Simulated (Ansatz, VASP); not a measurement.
# C in VASP and in Ansatz

```
C
1.0
     3.44462    0.00000    0.00000
     0.00000    3.44462    0.00000
     0.00000    0.00000    4.43702
C
4
Direct
  0.19909 0.50000 0.00000
  0.80091 0.50000 0.00000
  0.50000 0.19909 0.00000
  0.50000 0.80091 0.00000
```

Alike in both runs: functional PBE; k mesh 14 × 14 × 12; occupations gaussian, width 0.1 eV; no spin polarisation.

Ansatz relaxed the structure, and its values are those at the end. VASP's run is a single point on that final structure, the one shown.

|  | VASP | Ansatz |
| --- | --- | --- |
| version | VASP 6.6.1 | Ansatz 0.2.0 |
| potentials or method | VASP PAW PBE potentials, release 64 (C) | scalar-relativistic, plane waves, PAW |
| plane-wave cutoff (eV) | 520 | 420 |
| valence electrons in the cell | 16 | 16 |

```tsv
	VASP	Ansatz	Ansatz less VASP
gap on the k mesh at the Fermi level (eV)	none	none	-
pressure (GPa)	0.2	0.0	-0.21
rms of the force components (eV/Å)	0.021	0.000	-0.0204
```

A gap of «none» marks a metal or a gap that the smearing closes.

Caveats: this functional lacks dispersion, which binds the layers, so the pressure and a relaxed spacing across them are unreliable.
